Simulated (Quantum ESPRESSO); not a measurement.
Runs of Quantum ESPRESSO 7.5 on Mg. The typed cell holds 2 atoms: a = 3.289 Å, b = 3.321 Å, c = 4.582 Å, α = 81.99°, β = 90.06°, γ = 89.98°. This isn't the form of Mg at room conditions, which is hcp.

```tsv
task	level	potentials or basis	cell	k mesh	cutoff (eV)	smearing	form of the LDA correlation	rVV10 parameter b	most ionic steps	forc conv thr	etot conv thr	other keys	mesh quality	gap on the mesh (eV)	pressure (GPa)	largest force (eV/Å)
single point	PBE	SSSP 1.3 efficiency PBE	as given	8 × 8 × 6	748	fermi-dirac 0.05 eV	-	-	-	-	-	-	not flagged	none	(a)	0.95
single point	vdW-DF2	PseudoDojo 0.4.1 SR LDA stringent	as given	8 × 8 × 6	1143	cold 0.2 eV	-	-	-	-	-	-	not flagged	none	0.0	0.87
real-space fields	LDA+rVV10	SSSP 1.3 efficiency PBE	as given	8 × 8 × 6	748	cold 0.136 eV	PW92	6.3	-	-	-	-	not flagged	none	-2.1	0.87
relaxation of the atoms	BLYP+D3	PseudoDojo 0.5 SR PBE stringent	atoms relaxed	4 × 4 × 3	1143	fermi-dirac 0.05 eV	-	-	40	0.0004 Ry/bohr	1e-05 Ry	mixing_mode = TF	coarse	none	-	0.01
```

Alike in all rows: no spin polarisation.

Problem. Estimate the missing entries.

Solution. (a) -0.3.

Caveats: some runs use coarse meshes; the potentials were made for another functional, which shifts forces and pressure (some runs); pairwise dispersion overbinds metals, which lowers pressure and volume (some runs); rVV10's parameter b was fitted to another functional (some runs).

A gap of «none» marks a metal or a gap under the smearing width.

The runs don't all hold the same shells in valence.
